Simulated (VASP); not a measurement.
Wanted: the native input for a VASP 6.6.1 run.

| Quantity | Value |
| --- | --- |
| Task | relaxation of cell and atoms |
| Functional | PBEsol |
| Potentials or basis | VASP PAW PBE potentials, release 64 (Bi) |
| Cutoff | 580 eV |
| k mesh | 12 × 12 × 12 |
| Occupations | gaussian, width 0.1 eV |
| Spin | no spin polarisation |
| Further INCAR settings | ALGO = Normal; EDIFF = 1e-07; IBRION = 2; EDIFFG = -0.005; NSW = 90; ISIF = 3 |

The structure of Bi lies in POSCAR:

```
Bi
1.0
    2.2675000000      1.3091417400      3.9380000000
   -2.2675000000      1.3091417400      3.9380000000
    0.0000000000     -2.6182834700      3.9380000000
Bi
2
Direct
    0.2340000000      0.2340000000      0.2340000000
    0.7660000000      0.7660000000      0.7660000000
```

The input as run:

INCAR

```
SYSTEM = Bi
PREC = Accurate
ENCUT = 580
EDIFF = 1E-7
ISMEAR = 0
SIGMA = 0.1
LREAL = .False.
LASPH = .True.
NELM = 100
ALGO = Normal
ISIF = 3
LWAVE = .False.
LCHARG = .False.
GGA = PS
IBRION = 2
NSW = 90
EDIFFG = -0.005
```

KPOINTS

```
Automatic mesh
0
Gamma
  12 12 12
  0 0 0
```

Potentials or basis: VASP PAW PBE potentials, release 64 (Bi).

The run is started by

```console
$ cat potpaw_PBE.64/Bi/POTCAR > POTCAR
$ mpirun -np 1 vasp_std > vasp.out
```

It gave:

```yaml
Relaxed_volume: 34.43 Å³/atom
Relaxed_cell: a = 4.676 Å, b = 4.676 Å, c = 4.676 Å, α = 57.94°, β = 57.94°, γ = 57.94°
Space_group_after_relaxing_to_0.05_Å: R-3m (No. 166)
Energy_gained_by_relaxing: 3.6 meV/atom
Ionic_steps: 8
Pressure_after_relaxing: 0.0 GPa
Band_gap_on_the_k_mesh: none (metal or under the smearing width)
```

Caveat: the PAW data sets were made with another functional, which shifts forces and pressure a little; spin-orbit coupling is left out, which moves the levels of the heavy elements.

Wall time 4.9 min on 1 thread of Intel(R) Xeon(R) 6975P-C (Granite Rapids), with other jobs on the host, peak memory 0.34 GiB.
